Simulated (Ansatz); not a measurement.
# Phonon spectrum of Mg5Se

Computed with Ansatz, DFT PBE, scalar-relativistic, plane waves, PAW. Plane waves to 420 eV; Γ-centred k mesh 12×12×4; Gaussian smearing of 0.10 eV. No spin polarisation. Phonons by linear response, acoustic sum rule imposed.

The cell, relaxed at this level:
```xyz
6
Lattice="3.5764 0.0000 0.0000 -1.7882 3.0973 0.0000 0.0000 0.0000 13.2461" Properties=species:S:1:pos:R:3 pbc="T T T"
Mg    1.7882    1.0324   11.5723
Mg    0.0000    2.0648    1.6738
Mg    0.0000    2.0648    9.0952
Mg    0.0000    0.0000    6.6231
Mg    1.7882    1.0324    4.1509
Se    0.0000    0.0000    0.0000
```

The cell was found from a proposed guess, not taken from experiment. In a metal, frequencies and elastic constants depend on the k mesh and the smearing, soft modes and shear constants most. The q mesh is coarse, so values between its points are rough.

Force constants from linear response on a 2×2×1 q mesh.

Task: Is the structure dynamically stable on the q mesh?

Result: Yes, on this mesh: no mode is imaginary.

Task: Give the frequencies (cm⁻¹) at the zone-boundary points of high symmetry (interpolated where a point lies off the q mesh).

Result:
```
point                  q                                                          frequencies
    M  0.500 0.000 0.000    46 57 70 81 97 99 110 129 133 173 173 174 196 198 205 218 230 249
    K  0.333 0.333 0.000  36 77 77 96 105 105 114 130 130 176 176 189 190 190 200 207 242 242
    A  0.000 0.000 0.500      26 26 47 47 57 92 92 95 116 116 163 163 177 189 189 214 230 300
    L  0.500 0.000 0.500   46 61 64 92 92 101 102 130 135 172 173 176 192 202 205 214 232 248
    H  0.333 0.333 0.500  36 77 77 97 104 104 114 131 131 174 174 189 191 191 200 207 242 242
```
